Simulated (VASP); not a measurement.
Si, 2 atoms in the cell. The structure is hexagonal, space group P6/mmm (No. 191). The conventional cell has a = 4.121 Å, b = 4.121 Å, c = 2.655 Å, α = 90.00°, β = 90.00°, γ = 120.00°. Si (site symmetry -6m2) is surrounded by 5 Si at 2.38 to 2.65 Å. The cell was built by a generator and needn't be a form met in nature.

- Program: VASP 6.6.1
- Task: relaxation of cell and atoms
- Functional: PBEsol
- Dispersion: D3
- Potentials or basis: VASP PAW PBE potentials, release 64 (Si)
- Cutoff: 600 eV
- k mesh: 8 × 8 × 10
- Occupations: fermi-dirac, width 0.05 eV
- Spin: no spin polarisation
- Further INCAR settings: ALGO = Fast; EDIFF = 1e-07; IBRION = 2; EDIFFG = -0.005; NSW = 60; ISIF = 3

Potentials or basis: VASP PAW PBE potentials, release 64 (Si).

Command:

```bash
$ cat potpaw_PBE.64/Si/POTCAR > POTCAR
$ mpirun -np 1 vasp_std > vasp.out
```

Hardware: 1 thread of Intel(R) Xeon(R) 6975P-C (Granite Rapids) (shared host).

Question: How long does it take, and how much memory?

Answer: Wall time 58 s on 1 thread of Intel(R) Xeon(R) 6975P-C (Granite Rapids), with other jobs on the host, peak memory 0.2 GiB. Counts: scf iterations 49, k points 126, ion steps 7.
